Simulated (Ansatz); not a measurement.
**TePb: relaxation of cell and atoms with RPBE+D3(BJ)**

TePb:

```
CELL_PARAMETERS angstrom
0.00000 3.23100 3.23100
3.23100 0.00000 3.23100
3.23100 3.23100 0.00000
ATOMIC_POSITIONS crystal
Pb 0.00000 0.00000 0.00000
Te 0.50000 0.50000 0.50000
```

```yaml
Program: Ansatz 0.2.0
Task: relaxation of cell and atoms
Functional: RPBE
Dispersion: D3(BJ)
Potentials_or_basis: Ansatz PAW
Cutoff: "420 eV (not typed: the program's choice for these potentials)"
k_mesh: 7 × 7 × 7
Occupations: fermi-dirac, width 0.05 eV
Spin: no spin polarisation
```

| Quantity | Value |
| --- | --- |
| Relaxed volume | 26.98 Å³/atom |
| Relaxed cell | a = 4.242 Å, b = 4.242 Å, c = 4.242 Å, α = 60.00°, β = 60.00°, γ = 60.00° |
| Space group after relaxing (to 0.05 Å) | Fm-3m (No. 225) |
| Energy gained by relaxing | 271.8 meV/atom |
| Ionic steps | 6 |
| Pressure after relaxing | 0.0 GPa |

The path:
| step | energy change (eV) | largest force (eV/Å) | volume (Å³) |
| --- | --- | --- | --- |
| 1 | 0.0000 | 0.0000 | 67.46 |
| 2 | -0.4779 | 0.0000 | 58.07 |
| 3 | -0.5234 | 0.0000 | 51.82 |
| 4 | -0.5449 | 0.0000 | 54.15 |
| 5 | -0.5451 | 0.0000 | 53.96 |
| 6 | -0.5436 | 0.0000 | 53.96 |

Final structure:
```
CELL_PARAMETERS angstrom
0.00000 2.99923 2.99923
2.99923 0.00000 2.99923
2.99923 2.99923 0.00000
ATOMIC_POSITIONS crystal
Pb 0.00000 0.00000 0.00000
Te 0.50000 0.50000 0.50000
```

Levels at points of the mesh, in eV from the Fermi level:
```
           k point  band 11  band 12  band 13  band 14  band 15  band 16  band 17  band 18  band 19
(0.00, 0.00, 0.00)   -14.42    -5.12    -2.57    -2.57    -2.57     4.03     4.03     4.03     4.99
```

Wall time 5.7 s on 2 threads of Arm Neoverse V1 (shared host), peak memory 0.3 GiB.

Caveat: the volume moved by over 15 % at a fixed basis, so the end points are rough; this odd mesh misses L, where the gap lies, so gap, dielectric constants and Born charges aren't listed; the plane-wave basis is chosen anew once the cell has moved, so the energies of steps on either side of that aren't comparable; the PAW data sets come from PBE, with cores solved anew for the run's functional, which leaves a small shift of forces and pressure. Spin-orbit coupling is left out, which matters for the levels of Pb, Te.
